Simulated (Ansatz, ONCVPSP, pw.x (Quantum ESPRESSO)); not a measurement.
# Ge (Z = 32) (fcc): variants of one ONCV potential in the solid

germanium (Ge), optimised norm-conserving Vanderbilt (ONCV), made with ONCVPSP 4.0.1 (PBE, scalar-relativistic). Core [Ar] 3d10, reference 4s2 4p1 (charge +1). Waves: 4s: rc 1.75 bohr, ncon 3, nbas 6, qcut 3.7 1/bohr, 2 projectors, debl 2.4 Ha; 4p: rc 2.30 bohr, ncon 4, nbas 8, qcut 3.9 1/bohr, 1 projector; d scattering state at 0.41 Ha: rc 2.25 bohr, ncon 4, nbas 7, qcut 3.9 1/bohr, 1 projector. Local part: polynomial inside 1.10 bohr (lpopt 5, dvloc0 4 Ha). Core correction: none.

Crystal test: fcc Ge in pw.x 7.5, no spin, 13³ k-points, Fermi–Dirac smearing 0.01 Ry, cutoffs set for each file from its atomic test. The reference is all-electron LAPW (Ansatz 0.2.0) with the same functional, mesh and smearing; V0 and B0 come from Birch–Murnaghan fits to the pressures at five volumes. Errors are pseudo minus all-electron; Δ is the rms difference of the E(V) curves that follow from these fits, minima aligned, over ±6 % about the mean V0. Mesh and smearing are coarse, so the numbers serve the comparison and aren't converged zero-temperature values; the lattice is a test structure that the element need not adopt.

All-electron: a0 = 4.278 Å (V0 = 19.58 Å³/atom), B0 = 60.8 GPa.

Base: This is a poor potential for the solid.

A dash in a converged row means that the minimum lies outside the volumes sampled.

```tsv
change	cutoffs (Ry)	pw.x	a0 (Å)	a0 error (%)	B0 error (%)	Δ (meV/atom)	mean pressure error (GPa)
base	70/280	converged	–	–	–	–	-3.44
all radii scaled by about 0.95 (s 1.66, p 2.18, d 2.14 bohr); local potential polynomial inside 1.04 bohr (lpopt 5, dvloc0 4 Ha)	75/300	converged	–	–	–	–	-3.55
all radii scaled by about 1.07 (s 1.88, p 2.46, d 2.42 bohr); local potential polynomial inside 1.18 bohr (lpopt 5, dvloc0 4 Ha)	60/240	converged	–	–	–	–	-3.31
all radii scaled by about 1.21 (s 2.10, p 2.78, d 2.72 bohr); local potential polynomial inside 1.32 bohr (lpopt 5, dvloc0 4 Ha)	45/180	converged	–	–	–	–	-3.07
all radii scaled by about 1.32 (s 2.30, p 3.04, d 2.96 bohr); local potential polynomial inside 1.46 bohr (lpopt 5, dvloc0 4 Ha)	35/140	converged; energies reset by the program	4.234	-1.04	+8.1	8.4	-1.94
```

(1) Give the row for: all radii scaled by about 0.84 (s 1.48, p 1.94, d 1.90 bohr); local potential polynomial inside 0.94 bohr (lpopt 5, dvloc0 4 Ha).

Answers

(1) pw.x: converged; mean pressure error (GPa): -3.83.
